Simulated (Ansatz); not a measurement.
# Zn: stress in a strained cell

Aim: deform Zn (equal xy, yz and zx engineering shear strains of -3 %) and compute stress, forces and field gradients with LAPW, PAW and all-electron datasets made for the crystal.

Method: DFT PBE, scalar-relativistic, in Ansatz 0.2.0.

## Step 1: The structure to begin with

The structure is hexagonal, space group P6_3/mmc (No. 194). The conventional cell has a = 2.665 Å, b = 2.665 Å, c = 4.947 Å, α = 90.00°, β = 90.00°, γ = 120.00°. Zn (site symmetry -6m2) is surrounded by 12 Zn at 2.66 to 2.91 Å.

Coordinates:

```
CELL_PARAMETERS angstrom
2.66480 0.00000 0.00000
-1.33240 2.30778 0.00000
0.00000 0.00000 4.94670
ATOMIC_POSITIONS crystal
Zn 0.33333 0.66667 0.25000
Zn 0.66667 0.33333 0.75000
```

Atoms are numbered in the order of the input: Zn1, Zn2.

## Step 2: After the deformation

Space group P6_3/mmc before, P-1 after.

## Step 3: LAPW, all electrons

input.yaml reads:

```yaml
crystal:
  lattice:
    - [2.6647980532, -0.0399719708, -0.0399719708]
    - [-1.3670157688, 2.3277687954, -0.0146307568]
    - [-0.0742005, -0.0742005, 4.9467]
  atoms:
    - { symbol: Zn, position: [0.3333333333, 0.6666666667, 0.25] }
    - { symbol: Zn, position: [0.6666666667, 0.3333333333, 0.75] }
kpoints:
  mp_grid: { grid: [18, 18, 8] }
  band_path:
    path:
      - [0.0, 0.0, 0.0]
      - [0.0, 0.0, 0.5]
      - [-0.5, 0.5, 0.0]
      - [0.0, 0.0, 0.0]
      - [0.0, -0.5, 0.0]
      - [-0.5, 0.0, 0.5]
      - [0.0, 0.0, 0.0]
      - [-0.5, 0.0, 0.0]
      - [0.0, -0.5, 0.5]
    npoints: 5
scf:
  occupations: { method: fermi_dirac, width: 0.03 }
hamiltonian:
  xc: pbe
  pseudopotentials: { kind: all_electron, lapw: { basis_error: 0.00025 } }
output:
  forces: true
  stress: true
  eigenvalues: true
```

The run is started by

```sh
ansatz run input.yaml --threads 1 --pin off --max-ram 3072MiB --backend cpu --events-out ev --progress --plain --runs-dir out
```

## Step 4: PAW with frozen cores

input.yaml reads:

```yaml
crystal:
  lattice:
    - [2.6647980532, -0.0399719708, -0.0399719708]
    - [-1.3670157688, 2.3277687954, -0.0146307568]
    - [-0.0742005, -0.0742005, 4.9467]
  atoms:
    - { symbol: Zn, position: [0.3333333333, 0.6666666667, 0.25] }
    - { symbol: Zn, position: [0.6666666667, 0.3333333333, 0.75] }
kpoints:
  mp_grid: { grid: [18, 18, 8] }
scf:
  occupations: { method: fermi_dirac, width: 0.03 }
hamiltonian:
  xc: pbe
  pseudopotentials: { kind: paw }
output:
  forces: true
  stress: true
  eigenvalues: true
  efg: { contact_densities: true }
  write_density: true
  write_potential: true
  elf: true
  volumetric_format: npy
```

## Step 5: Datasets made for this crystal

input.yaml: that of step 4 with these lines changed.

```diff
@@ -14,3 +14,3 @@
   xc: pbe
-  pseudopotentials: { kind: paw }
+  pseudopotentials: { kind: all_electron, datasets: crystal }
 output:
@@ -20,5 +20 @@
   efg: { contact_densities: true }
-  write_density: true
-  write_potential: true
-  elf: true
-  volumetric_format: npy
```

(Steps that only read results are left out.)

Before running it: what results should come out? Wanted: pressure; largest shear or deviatoric stress.

The runs gave:

| quantity | value |
| --- | --- |
| pressure | LAPW -0.12, PAW -0.13, crystal datasets -0.11 GPa |
| largest shear or deviatoric stress (LAPW) | 1.63 GPa |

What this shows: The largest part of the stress beyond the pressure is 1.63 GPa in size, in the xy component; the atoms are carried along and not relaxed. No run of the undeformed cell stands beside it, so the pressure holds what the given cell had before the change. PAW: stress within 0.02 GPa of LAPW. Crystal datasets: stress within 0.01 GPa of LAPW.
